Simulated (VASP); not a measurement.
# HfB (Fm-3m) in VASP: a series of runs

The runs below take HfB through electron localisation function, relaxation of cell and atoms, with PBEsol, r2SCAN, SCAN, optB88-vdW, vdW-DF-cx.

Program: VASP 6.6.1. These are calculated values, not measurements. Logs are shortened: lines on timing, memory, paths and dates and some standing lists are left out, and cuts for length are marked.

## Step 1: The structure

It takes space group Fm-3m (No. 225, cubic). Conventional cell: a = 4.620 Å, b = 4.620 Å, c = 4.620 Å, α = 90.00°, β = 90.00°, γ = 90.00°. Hf (site symmetry m-3m) has 6 B at 2.31 Å as nearest neighbours. B (site symmetry m-3m) has 6 Hf at 2.31 Å as nearest neighbours.

## Step 2: Electron localisation function, PBEsol

Input file INCAR:

```
SYSTEM = HfB
PREC = Accurate
ENCUT = 520
EDIFF = 1E-6
ISMEAR = 0
SIGMA = 0.02
LREAL = .FALSE.
LASPH = .TRUE.
NELM = 80
ALGO = Normal
ISIF = 2
LWAVE = .FALSE.
LCHARG = .TRUE.
GGA = PS
LELF = .TRUE.
```

Input file KPOINTS:

```
regular mesh
0
G
  10 10 10
  0 0 0
```

Input file POSCAR:

```
HfB
1.0
    0.0000000000      2.3100000000      2.3100000000
    2.3100000000      0.0000000000      2.3100000000
    2.3100000000      2.3100000000      0.0000000000
Hf B
1 1
Direct
    0.5000000000      0.5000000000      0.5000000000
    0.0000000000      0.0000000000      0.0000000000
```

Potentials or basis: VASP PAW PBE potentials, release 64 (Hf_pv, B).

On the command line:

```console
$ cat potpaw_PBE.64/Hf_pv/POTCAR potpaw_PBE.64/B/POTCAR > POTCAR
$ mpirun -np 1 vasp_std > vasp.out
```

OUTCAR:

```text
SYSTEM = HfB
   PREC = Accurate
   ENCUT = 520
   EDIFF = 1E-6
   ISMEAR = 0
   LREAL = .FALSE.
   LASPH = .TRUE.
   NELM = 80
   ISIF = 2
   GGA = PS

 ion  position               nearest neighbor table
   1  0.500  0.500  0.500-   2 2.31   2 2.31   2 2.31   2 2.31   2 2.31   2 2.31
   2  0.000  0.000  0.000-   1 2.31   1 2.31   1 2.31   1 2.31   1 2.31   1 2.31

  LATTYP: Found a face centered cubic cell.
 ALAT       =     4.6200000000

  Lattice vectors:

 A1 = (   0.0000000000,   2.3100000000,   2.3100000000)
 A2 = (   2.3100000000,   0.0000000000,   2.3100000000)
 A3 = (   2.3100000000,   2.3100000000,   0.0000000000)

Analysis of symmetry for initial positions (statically):
=====================================================================
 Subroutine PRICEL returns:
 Original cell was already a primitive cell.

 Routine SETGRP: Setting up the symmetry group for a
 face centered cubic supercell.

 Subroutine GETGRP returns: Found 48 space group operations
 (whereof 48 operations were pure point group operations)
 out of a pool of 48 trial point group operations.

The static configuration has the point symmetry O_h .

Analysis of symmetry for dynamics (positions and initial velocities):
=====================================================================
 Subroutine PRICEL returns:
 Original cell was already a primitive cell.

 Routine SETGRP: Setting up the symmetry group for a
 face centered cubic supercell.

 Subroutine GETGRP returns: Found 48 space group operations
 (whereof 48 operations were pure point group operations)
 out of a pool of 48 trial point group operations.

The dynamic configuration has the point symmetry O_h .

 Subroutine INISYM returns: Found 48 space group operations
 (whereof 48 operations are pure point group operations),
 and found     1 'primitive' translations

----------------------------------------------------------------------------------------

                                     Primitive cell

  volume of cell :      24.6528

  direct lattice vectors                    reciprocal lattice vectors
     0.000000000  2.310000000  2.310000000    -0.216450216  0.216450216  0.216450216
     2.310000000  0.000000000  2.310000000     0.216450216 -0.216450216  0.216450216
     2.310000000  2.310000000  0.000000000     0.216450216  0.216450216 -0.216450216

  length of vectors
     3.266833329  3.266833329  3.266833329     0.374902772  0.374902772  0.374902772

  position of ions in fractional coordinates (direct lattice)
     0.500000000  0.500000000  0.500000000
     0.000000000  0.000000000  0.000000000

  ion indices of the primitive-cell ions
   primitive index   ion index
                 1           1
                 2           2

----------------------------------------------------------------------------------------

 KPOINTS: regular mesh

Automatic generation of k-mesh.
 Grid dimensions read from file:
 generate k-points for:   10   10   10

 Generating k-lattice:

  Cartesian coordinates                     Fractional coordinates (reciprocal lattice)
    -0.021645022  0.021645022  0.021645022     0.100000000  0.000000000  0.000000000
     0.021645022 -0.021645022  0.021645022     0.000000000  0.100000000  0.000000000
     0.021645022  0.021645022 -0.021645022     0.000000000  0.000000000  0.100000000

  Length of vectors
     0.037490277  0.037490277  0.037490277

  Shift w.r.t. Gamma in fractional coordinates (k-lattice)
     0.000000000  0.000000000  0.000000000

 Subroutine IBZKPT returns following result:
 ===========================================

 Found     47 irreducible k-points:

 Following reciprocal coordinates:
            Coordinates               Weight
  0.000000  0.000000  0.000000      1.000000
  0.100000  0.000000  0.000000      8.000000
  0.200000  0.000000  0.000000      8.000000
  0.300000  0.000000  0.000000      8.000000
  0.400000  0.000000  0.000000      8.000000
  0.500000  0.000000  0.000000      4.000000
[... 16 lines left out ...]
  0.300000  0.300000  0.000000      6.000000
  0.400000  0.300000  0.000000     24.000000
 [... further k-points ...]
   k-points           NKPTS =     47   k-points in BZ     NKDIM =     47   number of bands    NBANDS=     10
   number of dos      NEDOS =    301   number of ions     NIONS =      2
   total plane-waves  NPLWV =  13824
   dimension x,y,z NGX =    24 NGY =   24 NGZ =   24
   dimension x,y,z NGXF=    48 NGYF=   48 NGZF=   48
   ions per type =               1   1
   NGX,Y,Z   is equivalent  to a cutoff of  12.21, 12.21, 12.21 a.u.
   NGXF,Y,Z  is equivalent  to a cutoff of  24.43, 24.43, 24.43 a.u.
 SYSTEM =  HfB
   PREC   = accura    normal or accurate (medium, high low for compatibility)
   ISTART =      0    job   : 0-new  1-cont  2-samecut
   ICHARG =      2    charge: 1-file 2-atom 10-const
   ISPIN  =      1    spin polarized calculation?
   LNONCOLLINEAR =      F non collinear calculations
   LSORBIT =      F    spin-orbit coupling
   LASPH  =      T    aspherical Exc in radial PAW
   ENCUT  =  520.0 eV  38.22 Ry    6.18 a.u.   6.07  6.07  6.07*2*pi/ulx,y,z
   NELM   =     80;   NELMIN=  2; NELMDL= -5     # of ELM steps
   EDIFF  = 0.1E-05   stopping-criterion for ELM
   LREAL  =      F    real-space projection
   EDIFFG = 0.1E-04   stopping-criterion for IOM
   NSW    =      0    number of steps for IOM
   IBRION =     -1    ionic relax: 0-MD 1-quasi-New 2-CG
   NFREE  =      0    steps in history (QN), initial steepest desc. (CG)
   ISIF   =      2    stress and relaxation
   ISYM   =      2    0-nonsym 1-usesym 2-fastsym
   POTIM  = 0.5000    time-step for ionic-motion
   TEBEG  =    0.0;   TEEND  =   0.0 temperature during run
   PSTRESS=    0.0 pullay stress
   NELECT =      13.0000    total number of electrons
   NUPDOWN=      -1.0000    fix difference up-down
   EMIN   =  10.00;   EMAX   =-10.00  energy-range for DOS
   EFERMI =   0.00;   METHOD = LEGACY
   ISMEAR =     0;   SIGMA  =   0.02  broadening in eV -4-tet -1-fermi 0-gaus
   EFERMI_NEDOS =   21; number of points for ismear=-14 and -15
   IALGO  =     38    algorithm
   IMIX   =      4    mixing-type and parameters
     AMIX     =   0.40;   BMIX     =  1.00
     AMIX_MAG =   1.60;   BMIX_MAG =  1.00
  volume/ion in A,a.u.               =      12.33        83.18
  Fermi-wavevector in a.u.,A,eV,Ry     =   1.322617  2.499383 23.800871  1.749315
  Thomas-Fermi vector in A             =   2.452285
   LORBIT       =      0    0 simple, 1 ext, 2 COOP (PROOUT), +10 PAW based schemes
   GGA     = PS    functional components
   LHFCALC =     F    Hartree Fock is set to
   AEXX    =    0.0000 exact exchange contribution
   IVDW    =     0    specifies the selected vdW correction
   LEPSILON=     F    determine dielectric tensor
   LRPA    =     F    only Hartree local field effects (RPA)
 non-spin polarized calculation
 Gauss-broadening in eV      SIGMA  =   0.02
  energy-cutoff  :      520.00
  volume of cell :       24.65
 maximum number of plane-waves:       678
   NGX = 13   NGY = 13   NGZ = 13

 number of electron      13.0000002 magnetization

 Free energy of the ion-electron system (eV)
  ---------------------------------------------------
  ext. energy  EPLUGINS =         0.00000000
  ---------------------------------------------------
  free energy    TOTEN  =       -18.20042836 eV

  energy without entropy =      -18.20008170  energy(sigma->0) =      -18.20025503

 E-fermi :   4.9754     XC(G=0): -12.4041

 val. band max:        4.9360178394   @ k =  -0.2000   0.1000   0.0000
 cond. band min:       4.9889559048   @ k =   0.5000   0.3000   0.1000
 fundamental gap:      0.0529380654
 Fermi energy:         4.9753510239

 k-point     1 :       0.0000    0.0000    0.0000
  band No.  band energies     occupation
      1     -23.2450      2.00000
      2     -23.2450      2.00000
      3     -23.2450      2.00000
      4      -4.5735      2.00000
      5       7.1530      0.00000
      6       7.1530      0.00000
      7       7.1530      0.00000
      8       8.9777      0.00000
      9       8.9777      0.00000
     10       8.9777      0.00000

 k-point     2 :       0.1000    0.0000    0.0000
  band No.  band energies     occupation
      1     -23.3205      2.00000
      2     -23.2527      2.00000
      3     -23.2527      2.00000
      4      -4.2837      2.00000
      5       6.2586      0.00000
      6       6.8048      0.00000
      7       6.8048      0.00000
      8       7.9014      0.00000
      9       7.9014      0.00000
     10       9.4215      0.00000

 k-point     3 :       0.2000    0.0000    0.0000
  band No.  band energies     occupation
      1     -23.5126      2.00000
      2     -23.2725      2.00000
      3     -23.2725      2.00000
      4      -3.4744      2.00000
      5       4.7477      2.00000
      6       5.5244      0.00000
      7       5.5244      0.00000
      8       8.4731      0.00000
      9       8.4731      0.00000
     10       9.9132      0.00000

 k-point     4 :       0.3000    0.0000    0.0000
  band No.  band energies     occupation
      1     -23.7405      2.00000
      2     -23.2969      2.00000
      3     -23.2969      2.00000
      4      -2.3060      2.00000
      5       3.2641      2.00000
      6       4.4764      2.00000
      7       4.4764      2.00000
      8       9.6009      0.00000
      9       9.6009      0.00000
     10      10.4508      0.00000
[... 222 lines left out ...]
 k-point    22 :      -0.2000    0.2000    0.0000
  band No.  band energies     occupation
      1     -23.6996      2.00000
      2     -23.4471      2.00000
      3     -23.2890      2.00000
      4      -1.9236      2.00000
      5       3.0487      2.00000
      6       4.2409      2.00000
      7       4.3291      2.00000
      8       8.7967      0.00000
      9      11.2917      0.00000
     10      11.5212      0.00000

 k-point    23 :       0.3000    0.3000    0.0000
  band No.  band energies     occupation
      1     -23.6997      2.00000
      2     -23.4177      2.00000
      3     -23.4177      2.00000
      4      -2.0670      2.00000
      5       2.8585      2.00000
      6       4.7094      2.00000
      7       6.6892      0.00000
      8       6.6892      0.00000
      9      10.4221      0.00000
     10      12.8512      0.00000

 k-point    24 :       0.4000    0.3000    0.0000
  band No.  band energies     occupation
      1     -23.7954      2.00000
      2     -23.4685      2.00000
      3     -23.4453      2.00000
      4      -1.6041      2.00000
      5       2.8391      2.00000
      6       4.1842      2.00000
      7       6.3519      0.00000
      8       7.1658      0.00000
      9      11.3341      0.00000
     10      12.9627      0.00000

 [... further k-points ...]

------------------------ aborting loop because EDIFF is reached ----------------------------------------

  FORCE on cell =-STRESS in cart. coord.  units (eV):
  Direction    XX          YY          ZZ          XY          YZ          ZX
  --------------------------------------------------------------------------------------
  -------------------------------------------------------------------------------------
  Total        3.7004455      3.7004455      3.7004455      0.0000000      0.0000000     -0.0000000
  in kB      240.4909033    240.4909033    240.4909033      0.0000000      0.0000000     -0.0000000
  external PRESSURE =     240.4909033 kB  Pullay stress =       0.0000000 kB

 VOLUME and BASIS-vectors are now :
 -----------------------------------------------------------------------------
  energy-cutoff  :      520.00
  volume of cell :       24.65
      direct lattice vectors                 reciprocal lattice vectors
     0.000000000  2.310000000  2.310000000    -0.216450216  0.216450216  0.216450216
     2.310000000  0.000000000  2.310000000     0.216450216 -0.216450216  0.216450216
     2.310000000  2.310000000  0.000000000     0.216450216  0.216450216 -0.216450216

 POSITION                                       TOTAL-FORCE (eV/Angst)
 -----------------------------------------------------------------------------------
      2.31000      2.31000      2.31000         0.000000      0.000000     -0.000000
      0.00000      0.00000      0.00000        -0.000000     -0.000000      0.000000
 -----------------------------------------------------------------------------------
    total drift:                               -0.000000     -0.000000      0.000000

  FREE ENERGIE OF THE ION-ELECTRON SYSTEM (eV)
  ---------------------------------------------------
  free  energy   TOTEN  =       -18.2004283553 eV

  energy  without entropy=      -18.2000816973  energy(sigma->0) =      -18.20025503
```

Wall time 4.3 s (1 thread of AMD EPYC 9R45 (Zen 5), shared host); peak memory 0.12 GiB.

Results:

| Quantity | Value |
| --- | --- |
| Free energy | -18.2004 eV |
| Pressure | 24.0 GPa |
| Band gap on the k mesh | none (metal or under the smearing width) |

Caveat: so large a pressure means that the cell lies far from this level's equilibrium, or that cutoff or potentials fall short; the potentials were made for another functional, which shifts forces and pressure. Spin-orbit coupling is left out, which matters for the levels of Hf.

## Step 3: Relaxation of cell and atoms, r2SCAN

Input file INCAR:

```
ALGO = Normal ; EDIFF = 1E-7
EDIFFG = -0.005 ; ENCUT = 600
IBRION = 2 ; ISIF = 3
ISMEAR = -1 ; LASPH = T
LCHARG = F ; LMIXTAU = T
LREAL = F ; LWAVE = F
METAGGA = R2SCAN ; NELM = 80
NSW = 40 ; PREC = Accurate
SIGMA = 0.05
```

Input file KPOINTS:

```
k-points
0
Gamma
  10 10 10
```

POSCAR is that of step 2.

Potentials or basis: VASP PAW PBE potentials, release 64 (Hf_pv, B).

On the command line:

```console
$ cat potpaw_PBE.64/Hf_pv/POTCAR potpaw_PBE.64/B/POTCAR > POTCAR
$ mpirun -np 1 vasp_std > vasp.out
```

Run time: 7.9 min. Hardware: 1 thread of Intel Xeon Platinum 8488C (Sapphire Rapids), shared host; peak memory 0.18 GiB.

It converged, with:

- Free energy: -53.4409 eV
- Relaxed volume: 14.04 Å³/atom
- Relaxed cell: a = 3.412 Å, b = 3.412 Å, c = 3.412 Å, α = 60.00°, β = 60.00°, γ = 60.00°
- Space group after relaxing (to 0.05 Å): Fm-3m (No. 225)
- Energy gained by relaxing: 143.1 meV/atom
- Ionic steps: 17
- Pressure after relaxing: 0.0 GPa
- Band gap on the k mesh: none (metal or under the smearing width)

Step by step:
```
step  energy change (eV)  largest force (eV/Å)  pressure (GPa)  volume (Å³)
   1              0.0000                0.0000           29.56        24.65
   2              0.1760                0.0000          -22.85        33.69
   3             -0.2858                0.0000           -0.98        28.24
   4             -0.2862                0.0000           -0.13        28.11
   5             -0.2861                0.0000            0.33        28.04
   6             -0.2861                0.0000            0.32        28.04
   7             -0.2861                0.0000            0.30        28.04
   8             -0.2861                0.0000            0.30        28.04
   9             -0.2861                0.0000            0.30        28.04
  10             -0.2861                0.0000            0.30        28.04
  11             -0.2861                0.0000            0.30        28.04
  12             -0.2861                0.0000            0.30        28.04
  13             -0.2861                0.0000            0.28        28.04
  14             -0.2862                0.0000            0.26        28.05
  15             -0.2862                0.0000            0.23        28.05
  16             -0.2862                0.0000            0.16        28.06
  17             -0.2862                0.0000            0.02        28.08
```

Final structure:
```yaml
crystal:
  lattice:
    - [0.00000, 2.41255, 2.41255]
    - [2.41255, 0.00000, 2.41255]
    - [2.41255, 2.41255, 0.00000]
  atoms:
    - { symbol: Hf, position: [0.50000, 0.50000, 0.50000] }
    - { symbol: B, position: [0.00000, 0.00000, 0.00000] }
```

Levels at points of the mesh, in eV from the Fermi level:
```
           k point  band 4  band 5  band 6  band 7  band 8  band 9  band 10
(0.00, 0.00, 0.00)   -9.72    2.34    2.34    2.34    3.80    3.80     3.89
(0.50, 0.00, 0.00)   -4.95   -4.80   -1.20   -1.20    6.09    6.09     7.02
(0.50, 0.50, 0.00)   -6.87   -1.44   -0.70    2.02    2.02    5.61     7.26
```

Caveat: the PAW data sets were made with another functional, which shifts forces and pressure a little.

## Step 4: Relaxation of cell and atoms, SCAN

INCAR, as its differences from that of step 3:

```diff
@@ -6,3 +6,3 @@
 LREAL = F ; LWAVE = F
-METAGGA = R2SCAN ; NELM = 80
+METAGGA = SCAN ; NELM = 80
 NSW = 40 ; PREC = Accurate
```

KPOINTS is that of step 3.

POSCAR is that of step 3.

On the command line:

```console
$ cat potpaw_PBE.64/Hf_pv/POTCAR potpaw_PBE.64/B/POTCAR > POTCAR
$ mpirun -np 1 vasp_std > vasp.out
```

It took 8.9 min on 1 thread of Intel Xeon Platinum 8488C (Sapphire Rapids), shared host; peak memory 0.19 GiB.

It converged, with:

- Free energy: -71.0485 eV
- Relaxed volume: 13.81 Å³/atom
- Relaxed cell: a = 3.393 Å, b = 3.393 Å, c = 3.393 Å, α = 60.00°, β = 60.00°, γ = 60.00°
- Space group after relaxing (to 0.05 Å): Fm-3m (No. 225)
- Energy gained by relaxing: 107.6 meV/atom
- Ionic steps: 18
- Pressure after relaxing: 0.0 GPa
- Band gap on the k mesh: none (metal or under the smearing width)

Step by step:
```csv
step,energy change (eV),largest force (eV/Å),pressure (GPa),volume (Å³)
1,0.0000,0.0000,25.43,24.65
2,0.1356,0.0000,-21.10,32.31
3,-0.2150,0.0000,-0.72,27.73
4,-0.2152,0.0000,-0.08,27.63
5,-0.2152,0.0000,0.32,27.57
6,-0.2152,0.0000,0.31,27.57
7,-0.2152,0.0000,0.28,27.58
8,-0.2152,0.0000,0.29,27.58
9,-0.2152,0.0000,0.29,27.58
10,-0.2152,0.0000,0.29,27.58
11,-0.2152,0.0000,0.28,27.58
12,-0.2152,0.0000,0.27,27.58
13,-0.2152,0.0000,0.26,27.58
14,-0.2152,0.0000,0.24,27.58
15,-0.2152,0.0000,0.19,27.59
16,-0.2152,0.0000,0.10,27.60
17,-0.2152,0.0000,-0.08,27.63
18,-0.2152,0.0000,0.00,27.62
```

Final structure:
```
Hf B
1.0
     0.00000    2.39921    2.39921
     2.39921    0.00000    2.39921
     2.39921    2.39921    0.00000
Hf B
1 1
Direct
  0.50000 0.50000 0.50000
  0.00000 0.00000 0.00000
```

Levels at points of the mesh, in eV from the Fermi level:
| k point | band 3 | band 4 | band 5 | band 6 | band 7 | band 8 | band 9 | band 10 |
| --- | --- | --- | --- | --- | --- | --- | --- | --- |
| (0.00, 0.00, 0.00) | -29.31 | -9.84 | 2.31 | 2.31 | 2.31 | 3.90 | 3.90 | 3.90 |
| (0.50, 0.00, 0.00) | -29.36 | -4.93 | -4.83 | -1.23 | -1.23 | 6.14 | 6.14 | 7.02 |
| (0.50, 0.50, 0.00) | -29.49 | -6.91 | -1.33 | -0.80 | 2.15 | 2.15 | 5.67 | 7.35 |

Caveat: the PAW data sets were made with another functional, which shifts forces and pressure a little. Zero-point motion and thermal expansion aren't in these numbers.

[end of part 1 of 2]
